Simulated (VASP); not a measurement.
# C62N (a cell with a defect) in VASP: further runs, part 3 of 4

VASP 6.6.1.

## 4. Hyperfine couplings, r2SCAN, collinear spin, ferromagnetic start

Contents of INCAR:

```
SYSTEM = C62N
PREC = Accurate ; ENCUT = 520
EDIFF = 1E-6 ; ISMEAR = 0
SIGMA = 0.02 ; LREAL = .False.
LASPH = .True. ; NELM = 60
ALGO = Normal ; ISIF = 2
LWAVE = .False. ; LCHARG = .False.
ISPIN = 2 ; MAGMOM = 0.5 0 0 0 0 0 0 0 0 0 0 0 0 0 0 0 0 0 0 0 0 0 0 0 0 0 0 0 0 0 0 0 0 0 0 0 0 0 0 0 0 0 0 0 0 0 0 0 0 0 0 0 0 0 0 0 0 0 0 0 0 0 0
LORBIT = 11 ; NUPDOWN = 2
METAGGA = R2SCAN ; LMIXTAU = .True.
LHYPERFINE = .True. ; NELECT = 254
```

Contents of KPOINTS:

```
Automatic mesh
0
Gamma
  1 1 1
  0 0 0
```

Contents of POSCAR:

```
C62N
1.0
    7.1400000000      0.0000000000      0.0000000000
    0.0000000000      7.1400000000      0.0000000000
    0.0000000000      0.0000000000      7.1400000000
N C
1 62
Direct
    0.6375900000      0.6375900000      0.6375900000
    0.6326450000      0.3643800000      0.3643800000
    0.3643800000      0.6326450000      0.3643800000
    0.3643800000      0.3643800000      0.6326450000
    0.5012000000      0.2503410000      0.2503410000
    0.4984050000      0.2520050000      0.7474340000
    0.4984050000      0.7474340000      0.2520050000
    0.5060330000      0.7497910000      0.7497910000
    0.2503410000      0.5012000000      0.2503410000
    0.2520050000      0.4984050000      0.7474340000
    0.7474340000      0.4984050000      0.2520050000
    0.7497910000      0.5060330000      0.7497910000
    0.2503410000      0.2503410000      0.5012000000
    0.2520050000      0.7474340000      0.4984050000
    0.7474340000      0.2520050000      0.4984050000
    0.7497910000      0.7497910000      0.5060330000
    0.1261310000      0.6242820000      0.6242820000
    0.6242820000      0.1261310000      0.6242820000
    0.6242820000      0.6242820000      0.1261310000
    0.1253590000      0.3751540000      0.3751540000
    0.6235900000      0.3773750000      0.8727850000
    0.6235900000      0.8727850000      0.3773750000
    0.3751540000      0.1253590000      0.3751540000
    0.3773750000      0.6235900000      0.8727850000
    0.8727850000      0.6235900000      0.3773750000
    0.3751540000      0.3751540000      0.1253590000
    0.3773750000      0.8727850000      0.6235900000
    0.8727850000      0.3773750000      0.6235900000
    0.9999650000      0.4998880000      0.4998880000
    0.4998880000      0.9999650000      0.4998880000
    0.4998880000      0.4998880000      0.9999650000
    0.1236090000      0.1236090000      0.6239660000
    0.1236090000      0.6239660000      0.1236090000
    0.6239660000      0.1236090000      0.1236090000
    0.1241080000      0.3754010000      0.8754640000
    0.1241080000      0.8754640000      0.3754010000
    0.6253090000      0.8765470000      0.8765470000
    0.3754010000      0.1241080000      0.8754640000
    0.8754640000      0.1241080000      0.3754010000
    0.8765470000      0.6253090000      0.8765470000
    0.3754010000      0.8754640000      0.1241080000
    0.8754640000      0.3754010000      0.1241080000
    0.8765470000      0.8765470000      0.6253090000
    0.0000573000      0.2501160000      0.2501160000
    0.9989280000      0.2509700000      0.7495550000
    0.9989280000      0.7495550000      0.2509700000
    0.0014057000      0.7500050000      0.7500050000
    0.2501160000      0.0000573000      0.2501160000
    0.2509700000      0.9989280000      0.7495550000
    0.7495550000      0.9989280000      0.2509700000
    0.7500050000      0.0014057000      0.7500050000
    0.2501160000      0.2501160000      0.0000573000
    0.2509700000      0.7495550000      0.9989280000
    0.7495550000      0.2509700000      0.9989280000
    0.7500050000      0.7500050000      0.0014057000
    0.1250520000      0.1250520000      0.1250520000
    0.1258710000      0.8746530000      0.8746530000
    0.8746530000      0.1258710000      0.8746530000
    0.8746530000      0.8746530000      0.1258710000
    0.9998960000      0.9998960000      0.4999790000
    0.9998960000      0.4999790000      0.9998960000
    0.4999790000      0.9998960000      0.9998960000
    0.0000745000      0.0000745000      0.0000745000
```

Potentials or basis: VASP PAW PBE potentials, release 64 (N, C).

Command:

```bash
$ cat potpaw_PBE.64/N/POTCAR potpaw_PBE.64/C/POTCAR > POTCAR
$ mpirun -np 1 vasp_std > vasp.out
```

OUTCAR:

```text
SYSTEM = C62N
   PREC = Accurate
   ENCUT = 520
   EDIFF = 1E-6
   ISMEAR = 0
   LREAL = .False.
   LASPH = .True.
   NELM = 60
   ISIF = 2
   ISPIN = 2
   LORBIT = 11
   NUPDOWN = 2
   METAGGA = R2SCAN
   NELECT = 254

 ion  position               nearest neighbor table
   1  0.638  0.638  0.638-   8 1.47  12 1.47  16 1.47
   2  0.633  0.364  0.364-   5 1.49  11 1.49  15 1.49
   3  0.364  0.633  0.364-   9 1.49   7 1.49  14 1.49
   4  0.364  0.364  0.633-  13 1.49  10 1.49   6 1.49
   5  0.501  0.250  0.250-   2 1.49  23 1.55  26 1.55  34 1.55
   6  0.498  0.252  0.747-   4 1.49  18 1.55  21 1.55  38 1.56
   7  0.498  0.747  0.252-   3 1.49  19 1.55  22 1.55  41 1.56
   8  0.506  0.750  0.750-   1 1.47  37 1.54  24 1.56  27 1.56
   9  0.250  0.501  0.250-   3 1.49  20 1.55  26 1.55  33 1.55
  10  0.252  0.498  0.747-   4 1.49  17 1.55  24 1.55  35 1.56
[... 51 lines left out ...]
  62  0.500  1.000  1.000-  34 1.53  37 1.53  38 1.54  41 1.54
  63  0.000  0.000  0.000-  56 1.55  57 1.55  58 1.55  59 1.55

  LATTYP: Found a simple cubic cell.
 ALAT       =     7.1400000000

  Lattice vectors:

 A1 = (   7.1400000000,   0.0000000000,   0.0000000000)
 A2 = (   0.0000000000,   7.1400000000,   0.0000000000)
 A3 = (   0.0000000000,   0.0000000000,   7.1400000000)

Analysis of symmetry for initial positions (statically):
[... 749 lines left out ...]
 ---------------------------------------------------------------------
   1      -0.000    -0.000     0.000    -0.005    -0.005    -0.005
   2       0.339    -0.169    -0.169    -2.862    -2.862     2.552
   3      -0.169     0.339    -0.169    -2.862     2.552    -2.862
   4      -0.169    -0.169     0.339     2.552    -2.862    -2.862
   5      -0.067     0.033     0.033     0.031     0.031     0.092
   6      -0.095     0.032     0.063    -0.081     0.079    -0.160
[... 55 lines left out ...]
  62      -0.153     0.077     0.077     0.050     0.050    -0.121
  63       0.000     0.000    -0.000    -0.012    -0.012    -0.012
 ---------------------------------------------------------------------

 Total hyperfine coupling parameters after diagonalization (MHz)
 (convention: |A_zz| > |A_xx| > |A_yy|)
 ----------------------------------------------------------------------
  ion      A_xx      A_yy      A_zz     asymmetry (A_yy - A_xx)/ A_zz
 ----------------------------------------------------------------------
   1      -0.896    -0.896    -0.911      -0.000
   2      12.205    12.113    20.462      -0.005
   3      12.205    12.113    20.462      -0.005
   4      12.205    12.113    20.462      -0.005
   5      -1.271    -1.078    -1.289      -0.150
   6      -1.118    -0.761    -1.141      -0.313
[... 55 lines left out ...]
  62       0.140    -0.067    -0.247       0.840
  63       0.000     0.000    -0.034       0.000
 ---------------------------------------------------------------------

 total charge

# of ion       s       p       d       tot
------------------------------------------
    1        1.216   2.738   0.000   3.955
    2        0.845   1.752   0.000   2.597
    3        0.845   1.752   0.000   2.597
    4        0.845   1.752   0.000   2.597
    5        0.841   1.761   0.000   2.602
    6        0.840   1.751   0.000   2.591
[... 55 lines left out ...]
   62        0.846   1.769   0.000   2.615
   63        0.838   1.745   0.000   2.583
--------------------------------------------------
tot         53.337 111.112   0.000 164.449

 magnetization (x)

# of ion       s       p       d       tot
------------------------------------------
    1       -0.002   0.006   0.000   0.005
    2        0.046   0.313   0.000   0.359
    3        0.046   0.313   0.000   0.359
    4        0.046   0.313   0.000   0.359
    5       -0.004  -0.016   0.000  -0.019
    6       -0.003  -0.009   0.000  -0.012
[... 55 lines left out ...]
   62       -0.000   0.011   0.000   0.011
   63       -0.000   0.001   0.000   0.001
--------------------------------------------------
tot          0.156   1.176   0.000   1.332
```

OSZICAR:

```text
N       E                     dE             d eps       ncg     rms          rms(c)
DAV:   1     0.851762307773E+03    0.85176E+03   -0.14046E+05   636   0.161E+03
DAV:   2    -0.589373387269E+03   -0.14411E+04   -0.13665E+04   778   0.308E+02
[... 11 lines left out ...]
DAV:  14    -0.596240610350E+03    0.34904E-03   -0.11518E-03   728   0.116E-01    0.727E-02
DAV:  15    -0.596239752013E+03    0.85834E-03   -0.21154E-04   752   0.549E-02    0.422E-02
DAV:  16    -0.596241710270E+03   -0.19583E-02   -0.54931E-04   704   0.825E-02    0.401E-02
DAV:  17    -0.596241731998E+03   -0.21728E-04   -0.39033E-05   752   0.200E-02    0.143E-02
DAV:  18    -0.596241744842E+03   -0.12844E-04   -0.10532E-05   736   0.115E-02    0.416E-03
DAV:  19    -0.596241744889E+03   -0.46923E-07   -0.10471E-06   496   0.299E-03
   1 F= -.59624174E+03 E0= -.59624174E+03  d E =-.686077E-17  mag=     2.0000
```

It took 22 min on 1 thread of Intel Xeon Platinum 8488C (Sapphire Rapids), shared host; peak memory 0.64 GiB.

What came out:

| Property | Result |
| --- | --- |
| Free energy | -596.2417 eV |
| Largest force | 0.055 eV/Å |
| Net moment | 2.00 μB per cell |
| Site moments | N +0.01; C +0.36, -0.02, -0.01, -0.00, +0.01, +0.03, +0.00 μB |
| Valence electrons inside the program's atomic spheres | N 3.96; C 2.60, 2.59, 2.55, 2.58, 2.61, 2.62 |

Forces in eV/Å, atoms in the order of the input:
```
N    0.016  0.016  0.016
C   -0.026  0.024  0.024
C    0.024 -0.026  0.024
C    0.024  0.024 -0.026
C    0.034 -0.031 -0.031
C   -0.019 -0.022  0.007
C   -0.019  0.007 -0.022
C   -0.002  0.034  0.034
C   -0.031  0.034 -0.031
C   -0.022 -0.019  0.007
C    0.007 -0.019 -0.022
C    0.034 -0.002  0.034
C   -0.031 -0.031  0.034
C   -0.022  0.007 -0.019
C    0.007 -0.022 -0.019
C    0.034  0.034 -0.002
C    0.015 -0.004 -0.004
C   -0.004  0.015 -0.004
C   -0.004 -0.004  0.015
C    0.017  0.001  0.001
C   -0.019  0.015 -0.002
C   -0.019 -0.002  0.015
C    0.001  0.017  0.001
C    0.015 -0.019 -0.002
C   -0.002 -0.019  0.015
C    0.001  0.001  0.017
C    0.015 -0.002 -0.019
C   -0.002  0.015 -0.019
C   -0.014  0.001  0.001
C    0.001 -0.014  0.001
C    0.001  0.001 -0.014
C    0.006  0.006 -0.036
C    0.006 -0.036  0.006
C   -0.036  0.006  0.006
C    0.006  0.025 -0.001
C    0.006 -0.001  0.025
C   -0.015 -0.012 -0.012
C    0.025  0.006 -0.001
C   -0.001  0.006  0.025
C   -0.012 -0.015 -0.012
C    0.025 -0.001  0.006
C   -0.001  0.025  0.006
C   -0.012 -0.012 -0.015
C    0.001 -0.013 -0.013
C   -0.001 -0.016  0.023
C   -0.001  0.023 -0.016
C   -0.007  0.010  0.010
C   -0.013  0.001 -0.013
C   -0.016 -0.001  0.023
C    0.023 -0.001 -0.016
C    0.010 -0.007  0.010
C   -0.013 -0.013  0.001
C   -0.016  0.023 -0.001
C    0.023 -0.016 -0.001
C    0.010  0.010 -0.007
C    0.006  0.006  0.006
C    0.007 -0.005 -0.005
C   -0.005  0.007 -0.005
C   -0.005 -0.005  0.007
C    0.002  0.002 -0.010
C    0.002 -0.010  0.002
C   -0.010  0.002  0.002
C    0.001  0.001  0.001
```

Hyperfine coupling, principal values (MHz):
```tsv
atom	values
1 N	-0.9, -0.9, -0.9
2 C	12.2, 12.1, 20.5
3 C	12.2, 12.1, 20.5
4 C	12.2, 12.1, 20.5
5 C	-1.3, -1.1, -1.3
6 C	-1.1, -0.8, -1.1
7 C	-1.1, -0.8, -1.1
8 C	-0.1, 0.0, -0.1
9 C	-1.3, -1.1, -1.3
10 C	-1.1, -0.8, -1.1
11 C	-1.1, -0.8, -1.1
12 C	-0.1, 0.0, -0.1
13 C	-1.3, -1.1, -1.3
14 C	-1.1, -0.8, -1.1
15 C	-1.1, -0.8, -1.1
16 C	-0.1, 0.0, -0.1
17 C	0.2, 0.1, 0.3
18 C	0.2, 0.1, 0.3
19 C	0.2, 0.1, 0.3
20 C	0.6, 0.4, 0.6
21 C	0.3, 0.3, 0.5
22 C	0.3, 0.3, 0.5
23 C	0.6, 0.4, 0.6
24 C	0.3, 0.3, 0.5
25 C	0.3, 0.3, 0.5
26 C	0.6, 0.4, 0.6
27 C	0.3, 0.3, 0.5
28 C	0.3, 0.3, 0.5
29 C	-0.3, -0.2, -0.3
30 C	-0.3, -0.2, -0.3
31 C	-0.3, -0.2, -0.3
32 C	1.6, 1.6, 2.2
33 C	1.6, 1.6, 2.2
34 C	1.6, 1.6, 2.2
35 C	1.6, 1.6, 2.2
36 C	1.6, 1.6, 2.2
37 C	0.0, 0.0, 0.1
38 C	1.6, 1.6, 2.2
39 C	1.6, 1.6, 2.2
40 C	0.0, 0.0, 0.1
41 C	1.6, 1.6, 2.2
42 C	1.6, 1.6, 2.2
43 C	0.0, 0.0, 0.1
44 C	-0.3, -0.3, -0.4
45 C	-0.2, -0.1, -0.2
46 C	-0.2, -0.1, -0.2
47 C	-0.1, -0.1, -0.1
48 C	-0.3, -0.3, -0.4
49 C	-0.2, -0.1, -0.2
50 C	-0.2, -0.1, -0.2
51 C	-0.1, -0.1, -0.1
52 C	-0.3, -0.3, -0.4
53 C	-0.2, -0.1, -0.2
54 C	-0.2, -0.1, -0.2
55 C	-0.1, -0.1, -0.1
56 C	-0.1, -0.1, -0.1
57 C	0.1, 0.1, 0.2
58 C	0.1, 0.1, 0.2
59 C	0.1, 0.1, 0.2
60 C	0.1, -0.1, -0.2
61 C	0.1, -0.1, -0.2
62 C	0.1, -0.1, -0.2
63 C	0.0, 0.0, 0.0
```

Caveat: the cell carries a net charge on a neutralising background, which shifts energy and pressure; the moment is held away from its start; the PAW data sets were made with another functional, which shifts forces and pressure a little; the total moment is fixed, so each spin has its own Fermi level.

(Continued in part 4 of 4.)
